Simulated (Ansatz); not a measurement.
## A series in volume scale on BP

Results calculated with Ansatz 0.2.0, not measured. Periodic Kohn-Sham DFT of a crystal at fixed atoms, scaled to volume_scale times the given cell; pressure positive in compression, energy less spherical unpolarised free atoms, largest_vzz the field gradient of largest size among the nuclei.

The cell before it is scaled or strained (space group F-43m, No. 216):
```
CELL_PARAMETERS angstrom
0.00000 2.26900 2.26900
2.26900 0.00000 2.26900
2.26900 2.26900 0.00000
ATOMIC_POSITIONS crystal
B 0.00000 0.00000 0.00000
P 0.75000 0.75000 0.75000
```

Settings of every row: method frozen-core PAW; functional LDA; relativity scalar; k mesh 12x12x12; filling fermi-dirac; smearing width 0.08 eV; wave cutoff 420 eV; paw set soft_2.

Atom start moment: 0 on all atoms.

Limits: PAW files made with PBE.

| row | volume scale | V (Å³/atom) | pressure (GPa) |
| --- | --- | --- | --- |
| 1 | 0.94 | 10.981 | 5.627 |
| 2 | 0.96 | 11.214 | 1.649 |
| 3 | 0.98 | 11.448 | -1.958 |
| 4 | 0.99 | 11.565 | ? |
| 5 | 1 | 11.682 | -5.229 |
| 6 | 1.01 | 11.798 | -6.747 |
| 7 | 1.02 | 11.915 | -8.192 |
| 8 | 1.04 | 12.149 | -10.877 |
| 9 | 1.06 | 12.383 | -13.308 |

Question: what pressure should row 4 give?

Worked fit of pressure. Take u = (V_r/V)^(2/3) − 1 with V_r = 11.74 Å³ an atom, which is twice the finite (Eulerian) strain; such expansions in the strain, on which the Birch-Murnaghan equation of state is built, carry the rest volume and the bulk modulus. The shown rows have u = 0.04556, 0.03103, 0.01693, 0.00331, -0.00328, -0.00982, -0.02257, -0.03492. Least squares give pressure = −5.9992 + 229.105 × u + 569.71 × u² GPa; a straight line predicts inner rows, each left out in turn, worse (root mean square 0.29 against 0.0066 GPa). The rows lie off it by 0.006, -0.009, -0.001, 0.006, -0.002, 0.002, 0.003, -0.003 (root mean square 0.0047 GPa). The pressure vanishes at u = 0.0247, or V = 11.32 Å³ an atom, and there the bulk modulus at fixed shape and fractions is B = −V dP/dV = (2/3)(1 + u) dP/du = 176 GPa. The withheld row has u = 0.01006, so the fit gives −5.9992 + 229.105 × (0.01006) + 569.71 × (0.01006)² = -3.637 GPa.

The calculation gave -3.634 GPa. The fit lies 0.003 GPa (0.016 % of the column's range) below it; its largest miss of a shown row is 0.009 GPa.
